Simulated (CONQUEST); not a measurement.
# TiO2 under changes of volume

One of the cells (10.435 Å³/atom); the others are scaled copies at fixed shape and fractional positions:

```
Ti O
1.0
     2.95921    0.00000    0.00000
     0.00000    4.59984    0.00000
     0.00000    0.00000    4.59984
Ti O
2 4
Cartesian
  1.4796 0.0000 0.0000
  0.0000 2.2999 2.2999
  1.4796 1.3998 3.2000
  0.0000 3.6997 3.6997
  0.0000 0.9001 0.9001
  1.4796 3.2000 1.3998
```

The cell is a database's computed one.

```yaml
Program: CONQUEST 1.3
Functional: PBE
Potentials_or_basis: PseudoDojo NC PBE, SZP, grid of 32 × 48 × 48 points
k_mesh: 9 × 6 × 6
Occupations: fermi-dirac, width 0.05 eV
Spin: no spin polarisation
```

```csv
volume (Å³/atom),energy over the lowest point (meV/atom),pressure (GPa),gap on the mesh (eV),largest force (eV/Å)
9.809,70.73,25.4,1.74,0.421
10.018,41.88,18.9,1.69,0.315
10.227,?,?,?,?
10.435,7.80,7.5,1.60,0.121
10.644,0.77,3.0,1.56,0.004
10.853,0.00,-1.5,1.52,0.054
11.062,4.81,-5.3,1.48,0.142
```

**Question.** What does the run at 10.227 Å³/atom give?

**Answer.** Energy over the lowest point 21.12 meV/atom; pressure 12.9 GPa; gap on the mesh 1.65 eV; largest force 0.221 eV/Å.

Worked out: A Birch-Murnaghan fit of order 3 (a polynomial in V^(-2/3)) to the other rows has its minimum at 10.78 Å³/atom with B0 = V·E''(V) = 227 GPa and B' = 3.6 at fixed shape and positions, which overstates the stiffness. It gives 21.16 meV/atom at 10.227 Å³/atom, against the run's 21.12, and -dE/dV = 13.1 GPa, against 12.9. A straight line through the other rows of the gap, of slope -2.15 eV per unit of ln V (its deformation potential), gives 1.65 eV, against the run's 1.65.

Energies are extrapolated to zero smearing.

Caveats: the atomic basis is small; an odd mesh through Γ misses points on the zone boundary, where band edges often lie; the basis of atomic orbitals isn't converged, which shifts pressures, moduli and gaps.
